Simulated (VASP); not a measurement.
# MgO (P-6m2) in VASP: further runs, part 2 of 2

VASP 6.6.1. The steps go on from the part before.

## (4) G0W0 quasiparticle levels, PBE

Contents of POSCAR:

```
MgO
1.0
    2.9380209034      0.0000000000      0.0000000000
   -1.4690104517      2.5444007392      0.0000000000
    0.0000000000      0.0000000000      2.6796800000
Mg O
1 1
Direct
    0.0000000000      0.0000000000      0.0000000000
    0.3333333333      0.6666666667      0.5000000000
```

Contents of INCAR.step1:

```
PREC = Accurate
ENCUT = 450
EDIFF = 1E-8
ISMEAR = 0
SIGMA = 0.01
LREAL = False
LASPH = True
NELM = 100
ALGO = Normal
LWAVE = True
LCHARG = False
GGA = PE
```

Contents of INCAR.step2:

```
PREC = Accurate
ENCUT = 450
EDIFF = 1E-8
ISMEAR = 0
SIGMA = 0.01
LREAL = False
LASPH = True
NELM = 1
ALGO = Exact
LWAVE = True
LCHARG = False
GGA = PE
NBANDS = 84
LOPTICS = True
ISTART = 1
```

Contents of INCAR.step3:

```
PREC = Accurate
ENCUT = 450
EDIFF = 1E-8
ISMEAR = 0
SIGMA = 0.01
LREAL = False
LASPH = True
ALGO = EVGW0
LWAVE = False
LCHARG = False
GGA = PE
NELMGW = 1
NBANDS = 84
ENCUTGW = 100
NOMEGA = 48
PRECFOCK = Fast
ISTART = 1
NBANDSGW = 12
```

Contents of KPOINTS:

```
Automatic mesh
0
Gamma
  3 3 3
```

Potentials or basis: VASP PAW PBE potentials, release 64 (Mg_GW, O_GW).

Run with:

```
> cat potpaw_PBE.64/Mg_GW/POTCAR potpaw_PBE.64/O_GW/POTCAR > POTCAR
> cp INCAR.step1 INCAR
> mpirun -np 1 vasp_std > vasp.out
> cp INCAR.step2 INCAR
> mpirun -np 1 vasp_std > vasp.out
> cp INCAR.step3 INCAR
> mpirun -np 1 vasp_std > vasp.out
```

OUTCAR:

```text
PREC = Accurate
   ENCUT = 450
   EDIFF = 1E-8
   ISMEAR = 0
   LREAL = False
   LASPH = True
   GGA = PE
   NELMGW = 1
   ENCUTGW = 100
   PRECFOCK = Fast
   ISTART = 1

 Found      6 irreducible k-points:

 Following reciprocal coordinates:
            Coordinates               Weight
  0.000000  0.000000  0.000000      1.000000
  0.333333  0.000000  0.000000      6.000000
  0.333333  0.333333  0.000000      2.000000
  0.000000  0.000000  0.333333      2.000000
  0.333333  0.000000  0.333333     12.000000
  0.333333  0.333333  0.333333      4.000000
   k-points           NKPTS =      6   k-points in BZ     NKDIM =     27   number of bands    NBANDS=     84
   number of dos      NEDOS =    301   number of ions     NIONS =      2
   total plane-waves  NPLWV =   8000
   dimension x,y,z NGX =    20 NGY =   20 NGZ =   20
   dimension x,y,z NGXF=    40 NGYF=   40 NGZF=   40
   ions per type =               1   1
   NGX,Y,Z   is equivalent  to a cutoff of  11.32, 11.32, 12.41 a.u.
   NGXF,Y,Z  is equivalent  to a cutoff of  22.63, 22.63, 24.82 a.u.
[... 55 lines left out ...]
   NKREDLFX            =     1    NKREDLFY  =   1   NKREDLFZ  =   1
 non-spin polarized calculation
 Gauss-broadening in eV      SIGMA  =   0.01
  energy-cutoff  :      450.00
  volume of cell :       20.03
 maximum number of plane-waves:       447
  NGX = 12; NGY = 12; NGZ = 10
   NGX = 11   NGY = 11   NGZ =  9
 maximum number of plane-waves:        47
 NGX is ok and might be reduce to    10

 QP shifts <psi_nk| G(iteration)W_0 |psi_nk>: iteration 1
 for sc-GW calculations column KS-energies equals QP-energies in previous step
 and V_xc(KS)=  KS-energies - (<T + V_ion + V_H > + <T+V_H+V_ion>^1  + <V_x>^1)

 k-point   1 :       0.0000    0.0000    0.0000
  band No.  KS-energies  QP-energies   sigma(KS)   V_xc(KS)     V^pw_x(r,r')   Z            occupation Imag(sigma)

      1     -14.0514     -15.9419     -20.9006     -18.1184     -29.8309       0.6795       2.0000       1.1954
      2       2.7905       1.8212     -20.4445     -19.1489     -24.8620       0.7483       2.0000       0.1826
      3       2.7905       1.8212     -20.4445     -19.1489     -24.8620       0.7483       2.0000       0.1826
      4       2.9934       2.0048     -20.5774     -19.2552     -25.0520       0.7476       2.0000       0.1823
      5       6.3348       7.1539     -10.1675     -11.1969      -6.4452       0.7957       0.0000      -0.1191
      6      15.1989      16.0636      -7.8308      -8.9289      -3.1427       0.7874       0.0000      -0.1643
      7      18.8451      19.8036      -7.5372      -8.7582      -2.6576       0.7849       0.0000      -0.2616
      8      18.8451      19.8036      -7.5372      -8.7582      -2.6576       0.7849       0.0000      -0.2616
      9      23.1418      23.9188      -7.4847      -8.4528      -2.0767       0.8025       0.0000      -0.6978
     10      24.1055      25.3779      -9.2887     -10.9707      -3.4194       0.7565       0.0000      -0.6950
     11      25.7686      27.1301      -9.4127     -11.2092      -3.4219       0.7578       0.0000      -0.7251
     12      25.7686      27.1301      -9.4127     -11.2092      -3.4219       0.7578       0.0000      -0.7251
[... 68 lines left out ...]
      1     -12.3507     -14.2339     -22.6236     -19.9088     -31.3587       0.6937       2.0000       0.9933
      2       0.5429      -0.7077     -18.1222     -16.4247     -22.5381       0.7368       2.0000       0.2139
      3       0.5548      -0.7172     -17.9685     -16.2473     -22.3246       0.7390       2.0000       0.2116
      4       0.6311      -0.5868     -18.8440     -17.1834     -23.4320       0.7335       2.0000       0.2189
      5      10.3439      11.0607      -8.2481      -9.1622      -4.0414       0.7841       0.0000      -0.1455
      6      14.3392      15.6365      -9.2454     -10.9097      -4.8303       0.7795       0.0000      -0.1638
      7      17.1807      18.4809      -9.6397     -11.3342      -4.7143       0.7673       0.0000      -0.2172
      8      18.4935      19.6120     -10.1224     -11.5690      -5.1345       0.7732       0.0000      -0.3118
      9      18.5988      20.1223     -11.3334     -13.3477      -6.0926       0.7563       0.0000      -0.3543
     10      24.6062      25.8141      -9.3185     -10.8648      -3.6880       0.7811       0.0000      -0.5905
     11      29.4038      30.8157      -8.0066      -9.7826      -2.3428       0.7950       0.0000      -0.7607
     12      30.6721      31.8355      -7.2160      -8.6434      -1.5206       0.8150       0.0000      -0.9514
```

OUTCAR.step2:

```text
PREC = Accurate
   ENCUT = 450
   EDIFF = 1E-8
   ISMEAR = 0
   LREAL = False
[... 557 lines left out ...]
     0.00000     4.66593     4.66593     4.90489     0.00000    -0.00000     0.00000
     1.89721     5.18528     5.18528     5.59994     0.00000    -0.00000     0.00000
     3.79441    -3.61154    -3.61154    -0.82554     0.00000    -0.00000     0.00000
     5.69162     5.73263     5.73263     7.71896     0.00000    -0.00000     0.00000
     7.58883    -2.36409    -2.36409     1.62786     0.00000    -0.00000     0.00000
     9.48604     6.00504     6.00504    10.56098     0.00000    -0.00000     0.00000
[... 92 lines left out ...]
   185.92631     0.98345     0.98345     0.98333    -0.00000     0.00000    -0.00000
   187.82351     0.98382     0.98382     0.98370    -0.00000     0.00000    -0.00000
```

It took 9.3 s on 1 thread of AMD EPYC 9R45 (Zen 5), shared host; peak memory 0.12 GiB.

These settings aren't checked as converged: the numbers below hold their error.

Results:

- Band gap on the k mesh, mean-field level: 2.93 eV, indirect (least direct gap 3.34 eV)
- Quasiparticle gap: 4.67 eV
- Least direct quasiparticle gap: 5.15 eV

Caveat: the k mesh is coarse (spacing up to 0.82 Å⁻¹), so the values aren't converged; bands, screening cutoff and mesh are small and nothing is extrapolated, so the quasiparticle values aren't converged; an odd mesh through Γ misses points on the zone boundary, where band edges often lie.
